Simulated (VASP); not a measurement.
# CdF4 (I4/mmm) in VASP: relaxation of the atoms with PBEsol

Aim: the relaxation of the atoms of CdF4 with PBEsol.

Program: VASP 6.6.1. These are calculated values, not measurements. Logs are shortened: lines on timing, memory, paths and dates and some standing lists are left out, and cuts for length are marked.

## (1) Starting point

Symmetry: I4/mmm, No. 139, tetragonal system. Conventional cell: a = 4.115 Å, b = 4.115 Å, c = 7.780 Å, α = 90.00°, β = 90.00°, γ = 90.00°. Around Cd (site symmetry 4/mmm) lie 6 F at 1.91 to 2.06 Å. F (site symmetry 4mm) has 1 Cd at 1.91 Å as nearest neighbours. Around F (site symmetry mmm) lie 2 Cd at 2.06 Å.

The cell was built by a generator and needn't be a form met in nature.

## (2) Relaxation of the atoms, PBEsol

File INCAR:

```
PREC = Accurate
ENCUT = 520
EDIFF = 1E-6
ISMEAR = 0
SIGMA = 0.05
LREAL = False
LASPH = True
NELM = 100
ALGO = Normal
ISIF = 2
LWAVE = False
LCHARG = False
GGA = PS
IBRION = 2
NSW = 40
EDIFFG = -0.01
```

File KPOINTS:

```
regular mesh
0
Gamma
  9 9 9
```

File POSCAR:

```
CdF4
1.0
   -2.0574571700      2.0574571700      3.8901294200
    2.0574571700     -2.0574571700      3.8901294200
    2.0574571700      2.0574571700     -3.8901294200
Cd F
1 4
Direct
    0.0000000000      0.0000000000      0.0000000000
    0.2450000000      0.2450000000      0.0000000000
    0.7550000000      0.7550000000      0.0000000000
    0.5000000000      0.0000000000      0.5000000000
    0.0000000000      0.5000000000      0.5000000000
```

Potentials or basis: VASP PAW PBE potentials, release 64 (Cd, F).

Launch:

```
cat potpaw_PBE.64/Cd/POTCAR potpaw_PBE.64/F/POTCAR > POTCAR
mpirun -np 1 vasp_std > vasp.out
```

OUTCAR:

```text
PREC = Accurate
   ENCUT = 520
   EDIFF = 1E-6
   ISMEAR = 0
   LREAL = False
   LASPH = True
   NELM = 100
   ISIF = 2
   GGA = PS
   IBRION = 2
   NSW = 40
   EDIFFG = -0.01

 ion  position               nearest neighbor table
   1  0.000  0.000  0.000-   2 1.91   3 1.91   4 2.06   5 2.06   5 2.06   4 2.06
   2  0.245  0.245  0.000-   1 1.91
   3  0.755  0.755  0.000-   1 1.91
   4  0.500  0.000  0.500-   1 2.06   1 2.06
   5  0.000  0.500  0.500-   1 2.06   1 2.06

  LATTYP: Found a body centered tetragonal cell.
 ALAT       =     4.1149143400
 C/A-ratio  =     1.8907462458

  Lattice vectors:

 A1 = (  -2.0574571700,   2.0574571700,   3.8901294200)
 A2 = (   2.0574571700,  -2.0574571700,   3.8901294200)
 A3 = (   2.0574571700,   2.0574571700,  -3.8901294200)

Analysis of symmetry for initial positions (statically):
=====================================================================
 Subroutine PRICEL returns:
 Original cell was already a primitive cell.

 Routine SETGRP: Setting up the symmetry group for a
 body centered tetragonal supercell.

 Subroutine GETGRP returns: Found 16 space group operations
 (whereof 16 operations were pure point group operations)
 out of a pool of 16 trial point group operations.

The static configuration has the point symmetry D_4h.

Analysis of symmetry for dynamics (positions and initial velocities):
=====================================================================
 Subroutine PRICEL returns:
 Original cell was already a primitive cell.

 Routine SETGRP: Setting up the symmetry group for a
 body centered tetragonal supercell.

 Subroutine GETGRP returns: Found 16 space group operations
 (whereof 16 operations were pure point group operations)
 out of a pool of 16 trial point group operations.

The dynamic configuration has the point symmetry D_4h.

 Subroutine INISYM returns: Found 16 space group operations
 (whereof 16 operations are pure point group operations),
 and found     1 'primitive' translations

----------------------------------------------------------------------------------------

                                     Primitive cell

  volume of cell :      65.8697

  direct lattice vectors                    reciprocal lattice vectors
    -2.057457170  2.057457170  3.890129420     0.000000000  0.243018425  0.128530428
[... 94 lines left out ...]
   EDIFFG = -.1E-01   stopping-criterion for IOM
   NSW    =     40    number of steps for IOM
   IBRION =      2    ionic relax: 0-MD 1-quasi-New 2-CG
   NFREE  =      1    steps in history (QN), initial steepest desc. (CG)
   ISIF   =      2    stress and relaxation
   ISYM   =      2    0-nonsym 1-usesym 2-fastsym
   POTIM  = 0.5000    time-step for ionic-motion
   TEBEG  =    0.0;   TEEND  =   0.0 temperature during run
   PSTRESS=    0.0 pullay stress
   NELECT =      40.0000    total number of electrons
   NUPDOWN=      -1.0000    fix difference up-down
   EMIN   =  10.00;   EMAX   =-10.00  energy-range for DOS
   EFERMI =   0.00;   METHOD = LEGACY
   ISMEAR =     0;   SIGMA  =   0.05  broadening in eV -4-tet -1-fermi 0-gaus
   EFERMI_NEDOS =   21; number of points for ismear=-14 and -15
   IALGO  =     38    algorithm
   IMIX   =      4    mixing-type and parameters
     AMIX     =   0.40;   BMIX     =  1.00
     AMIX_MAG =   1.60;   BMIX_MAG =  1.00
  volume/ion in A,a.u.               =      13.17        88.90
  Fermi-wavevector in a.u.,A,eV,Ry     =   1.386329  2.619782 26.149144  1.921908
  Thomas-Fermi vector in A             =   2.510655
   LORBIT       =      0    0 simple, 1 ext, 2 COOP (PROOUT), +10 PAW based schemes
   GGA     = PS    functional components
   LHFCALC =     F    Hartree Fock is set to
   AEXX    =    0.0000 exact exchange contribution
   IVDW    =     0    specifies the selected vdW correction
   LEPSILON=     F    determine dielectric tensor
   LRPA    =     F    only Hartree local field effects (RPA)
 conjugate gradient relaxation of ions
 non-spin polarized calculation
 Gauss-broadening in eV      SIGMA  =   0.05
  energy-cutoff  :      520.00
  volume of cell :       65.87
 maximum number of plane-waves:      1806
   NGX = 19   NGY = 19   NGZ = 19

--------------------------------------- Ionic step        1  -------------------------------------------

 number of electron      40.0000010 magnetization

 Free energy of the ion-electron system (eV)
  ---------------------------------------------------
  ext. energy  EPLUGINS =         0.00000000
  ---------------------------------------------------
  free energy    TOTEN  =       -13.73449700 eV

  energy without entropy =      -13.72817557  energy(sigma->0) =      -13.73133628

------------------------ aborting loop because EDIFF is reached ----------------------------------------

  FORCE on cell =-STRESS in cart. coord.  units (eV):
  Direction    XX          YY          ZZ          XY          YZ          ZX
  --------------------------------------------------------------------------------------
  -------------------------------------------------------------------------------------
  Total        1.8430079      1.8430079      3.9980938      0.0000000     -0.0000000      0.0000000
  in kB       44.8282867     44.8282867     97.2473806      0.0000000     -0.0000000      0.0000000
  external PRESSURE =      62.3013180 kB  Pullay stress =       0.0000000 kB
[... 65 lines left out ...]
--------------------------------------- Ionic step        3  -------------------------------------------

 number of electron      40.0000010 magnetization

 Free energy of the ion-electron system (eV)
  ---------------------------------------------------
  ext. energy  EPLUGINS =         0.00000000
  ---------------------------------------------------
  free energy    TOTEN  =       -13.80463733 eV

  energy without entropy =      -13.79656438  energy(sigma->0) =      -13.80060085

 E-fermi :  -3.2383     XC(G=0):  -9.8807

 val. band max:       -3.2424077400   @ k =  -0.4444   0.4444   0.2222
 cond. band min:      -3.2369155947   @ k =  -0.3333   0.3333   0.0000
 fundamental gap:      0.0054921454
 Fermi energy:        -3.2383215987

 k-point     1 :       0.0000    0.0000    0.0000
  band No.  band energies     occupation
      1     -24.0988      2.00000
      2     -23.6653      2.00000
      3     -23.1813      2.00000
      4     -22.8490      2.00000
      5      -9.7677      2.00000
      6      -9.4039      2.00000
[... 637 lines left out ...]
     23       8.8392      0.00000
     24       8.8762      0.00000

 [... further k-points ...]
[... 5 lines left out ...]
  --------------------------------------------------------------------------------------
  -------------------------------------------------------------------------------------
  Total        1.6505478      1.6505478      0.2847792      0.0000000     -0.0000000      0.0000000
  in kB       40.1469939     40.1469939      6.9268088      0.0000000     -0.0000000      0.0000000
  external PRESSURE =      29.0735989 kB  Pullay stress =       0.0000000 kB
[... 20 lines left out ...]
  FREE ENERGIE OF THE ION-ELECTRON SYSTEM (eV)
  ---------------------------------------------------
  free  energy   TOTEN  =       -13.8046373275 eV

  energy  without entropy=      -13.7965643784  energy(sigma->0) =      -13.80060085

 reached required accuracy - stopping structural energy minimisation
```

OSZICAR:

```text
N       E                     dE             d eps       ncg     rms          rms(c)
DAV:   1     0.334363846560E+03    0.33436E+03   -0.24397E+04  3616   0.166E+03
DAV:   2    -0.180109628658E+01   -0.33616E+03   -0.33088E+03  4232   0.417E+02
DAV:   3    -0.175507215894E+02   -0.15750E+02   -0.15714E+02  4320   0.102E+02
[... 28 lines left out ...]
DAV:   4    -0.138047205473E+02    0.30774E-03   -0.32318E-03  3880   0.544E-01    0.468E-01
DAV:   5    -0.138046298946E+02    0.90653E-04   -0.13521E-03  4528   0.343E-01    0.726E-02
DAV:   6    -0.138046466030E+02   -0.16708E-04   -0.22170E-04  3696   0.106E-01    0.464E-02
DAV:   7    -0.138046386808E+02    0.79222E-05   -0.18042E-05  4496   0.514E-02    0.126E-02
DAV:   8    -0.138046372583E+02    0.14225E-05   -0.82102E-06  3952   0.280E-02    0.232E-03
DAV:   9    -0.138046373275E+02   -0.69121E-07   -0.49879E-07  1968   0.594E-03
   3 F= -.13804637E+02 E0= -.13800601E+02  d E =-.701403E-01
```

It took 3.5 min on 1 thread of AMD EPYC 9R45 (Zen 5), shared host; peak memory 0.24 GiB.

Results:

```
Free energy               : -13.8046 eV
Energy gained by relaxing : 14.0 meV/atom
Ionic steps               : 3
Pressure after relaxing   : 2.9 GPa
Band gap on the k mesh    : none (metal or under the smearing width)
```

Forces in eV/Å, atoms in the order of the input:
```
Cd   0.000  0.000  0.000
F    0.000  0.000 -0.002
F    0.000  0.000  0.002
F    0.000  0.000  0.000
F    0.000  0.000  0.000
```

Step by step:
| step | energy change (eV) | largest force (eV/Å) | pressure (GPa) |
| --- | --- | --- | --- |
| 1 | 0.0000 | 0.9944 | 6.23 |
| 2 | -0.0611 | 0.3153 | 4.02 |
| 3 | -0.0701 | 0.0024 | 2.91 |

Final structure:
```xyz
5
Lattice="-2.0575 2.0575 3.8901 2.0575 -2.0575 3.8901 2.0575 2.0575 -3.8901" Properties=species:S:1:pos:R:3 pbc="T T T"
Cd    0.0000    0.0000    0.0000
F     0.0000    0.0000    1.9843
F     0.0000    0.0000    5.7960
F     0.0000    2.0575    0.0000
F     2.0575    0.0000    0.0000
```

Caveat: the PAW data sets were made with another functional, which shifts forces and pressure a little.
